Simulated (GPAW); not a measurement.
The system is C.

```
C
1.0
     2.52210    0.00000    0.00000
    -1.26105    2.18420    0.00000
     0.00000    0.00000    8.23710
C
8
Direct
  0.66667 0.33333 0.84375
  0.33333 0.66667 0.15625
  0.33333 0.66667 0.34375
  0.66667 0.33333 0.65625
  0.00000 0.00000 0.90625
  0.00000 0.00000 0.09375
  0.00000 0.00000 0.40625
  0.00000 0.00000 0.59375
```

This is a hexagonal form of diamond, not graphite.

Base run:

| Item | Value |
| --- | --- |
| Program | GPAW 26.7.0 |
| Functional | BEEF-vdW |
| Potentials or basis | GPAW PAW data sets (gpaw-data 1.2.1) |
| Cutoff | 800 eV |
| Basis | pw |
| k mesh | 7 × 7 × 2 |
| Occupations | fermi-dirac, width 0.05 eV |
| Spin | no spin polarisation |

Its results: band gap on the k mesh 4.61 eV, indirect (least direct gap 5.27 eV); largest force 0.331 eV/Å.

Problem. The run is repeated on the same cell with these changes: functional from BEEF-vdW to TASK; band points from 80 to 60. What comes out?

Solution. Band gap on the k mesh 4.67 eV, indirect (least direct gap 5.32 eV); largest force 0.395 eV/Å.

Caveats: the PAW data sets were made with another functional, which shifts forces and pressure a little.

Not every run made on this cell is shown here.
